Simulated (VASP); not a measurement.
The system is Te.

```xyz
3
Lattice="4.3110 0.0000 0.0000 -2.1555 3.7335 0.0000 0.0000 0.0000 5.9737" Properties=species:S:1:pos:R:3 pbc="T T T"
Te    1.2300    0.0000    1.9912
Te   -0.6150    1.0652    3.9825
Te    1.5405    2.6683    5.9737
```

Base run:

```yaml
Program: VASP 6.6.1
Functional: r2SCAN
Potentials_or_basis: VASP PAW PBE potentials, release 64 (Te)
Cutoff: 520 eV
k_mesh: 9 × 9 × 6
Occupations: gaussian, width 0.03 eV
Spin: no spin polarisation
```

Its results: band gap on the k mesh 0.13 eV, direct.

**Question.** The run is repeated on the same cell with these changes: functional from r2SCAN to TB-mBJ. What comes out?

**Answer.** Band gap on the k mesh 0.19 eV, direct.

Caveats: spin-orbit coupling is left out, which moves the levels of the heavy elements.
